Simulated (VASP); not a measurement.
## Hf: single point with LDA

Slab: Hf, a slab with vacuum.

```
Hf
1.0
     3.24724    0.00000    0.00000
    -1.62362    2.81219    0.00000
     0.00000    0.00000   24.98796
Hf
3
Direct
  0.66667 0.33333 0.28013
  0.33333 0.66667 0.37063
  0.66667 0.33333 0.46764
```

The cell was built by a generator and needn't be a form met in nature.

```yaml
Program: VASP 6.6.1
Task: single point
Functional: LDA
Potentials_or_basis: VASP PAW LDA potentials, release 64 (Hf_pv)
Cutoff: 520 eV
k_mesh: 12 × 12 × 1
Occupations: methfessel-paxton, width 0.1 eV
Spin: no spin polarisation
Dipole_correction: yes
Further_INCAR_settings: ALGO = Normal; EDIFF = 1e-06; NBANDS = 22
```

```yaml
Largest_force: 0.707 eV/Å
Band_gap_on_the_k_mesh: none (metal or under the smearing width)
```

Forces in eV/Å, atoms in the order of the input:
```
Hf   0.000  0.000 -0.238
Hf   0.000  0.000  0.707
Hf   0.000  0.000 -0.469
```

Levels at points of the mesh, in eV from the Fermi level:
```csv
k point,band 12,band 13,band 14,band 15,band 16,band 17,band 18,band 19
"(0.00, 0.00, 0.00)",-3.73,-0.16,-0.01,0.85,0.85,0.91,0.91,1.21
"(0.50, 0.00, 0.00)",-2.60,-1.25,-1.15,0.18,0.71,0.90,1.47,1.85
```

It took 2.7 min on 1 thread of Intel(R) Xeon(R) 6975P-C (Granite Rapids), on a shared host, peak memory 0.29 GiB.

Spin-orbit coupling is left out, which matters for the levels of Hf.
